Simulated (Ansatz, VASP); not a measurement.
**Ca: VASP beside Ansatz**

Contents of INCAR:

```
SYSTEM = Ca
PREC = Accurate ; ENCUT = 520
EDIFF = 1E-6 ; ISMEAR = -1
SIGMA = 0.1 ; LREAL = .False.
LASPH = .True. ; NELM = 100
ALGO = Fast ; ISIF = 2
LWAVE = .False. ; LCHARG = .True.
GGA = B5 ; ALDAX = 1.0
AGGAX = 1.0 ; AGGAC = 1.0
ALDAC = 0.0 ; LELF = .True.
LVHAR = .True. ; NBANDS = 28
```

Contents of KPOINTS:

```
Automatic mesh
0
Gamma
  11 11 3
  0 0 0
```

Contents of POSCAR:

```
Ca
1.0
    3.7558074927      0.0000000000      0.0000000000
   -1.8779037463      3.2526247004      0.0000000000
    0.0000000000      0.0000000000     12.3079602464
Ca
4
Direct
    0.0000000000      1.0000000000      0.0000000000
    0.0000000000      1.0000000000      0.5000000000
    0.3333333333      0.6666666667      0.2500000000
    0.6666666667      0.3333333333      0.7500000000
```

Input for Ansatz:

```yaml
crystal:
  lattice:
    - [3.7558074927, 0.0, 0.0]
    - [-1.8779037463, 3.2526247004, 0.0]
    - [0.0, 0.0, 12.3079602464]
  atoms:
    - { symbol: Ca, position: [0.0, 1.0, 0.0] }
    - { symbol: Ca, position: [0.0, 1.0, 0.5] }
    - { symbol: Ca, position: [0.3333333333, 0.6666666667, 0.25] }
    - { symbol: Ca, position: [0.6666666667, 0.3333333333, 0.75] }
hamiltonian:
  xc: blyp
  pseudopotentials:
    kind: paw
    azcp:
      Ca: "pseudopotentials/Ca.paw.azcp"
basis:
  ecutwfc: 420
  fft_grid_basis: typed
kpoints:
  mp_grid: { grid: [11, 11, 3], shift: [0, 0, 0] }
magnetization:
  spin_polarized: false
scf:
  occupations: { method: fermi_dirac, width: 0.1 }
  lower_state_search: "off"
output:
  stress: true
  write_density: true
  write_potential: true
  elf: true
  volumetric_format: npy
```

Alike in both runs: task single point; functional BLYP; k mesh 11 × 11 × 3; occupations fermi-dirac, width 0.1 eV; no spin polarisation.

|  | VASP | Ansatz |
| --- | --- | --- |
| version | VASP 6.6.1 | Ansatz 0.2.0 |
| potentials or method | VASP PAW PBE potentials, release 64 (Ca_sv) | plane waves (420 eV) with PAW, scalar-relativistic |
| plane-wave cutoff (eV) | 520 | 420 |
| valence electrons in the cell | 40 | 40 |

|  | VASP | Ansatz | Ansatz less VASP |
| --- | --- | --- | --- |
| pressure (GPa) | 2.6 | 2.5 | -0.02 |
| largest component of the traceless stress (GPa) | 0.07 | 0.07 | 0.000 |

Caveats: the PAW data sets were made with another functional, which shifts forces and pressure a little (VASP).
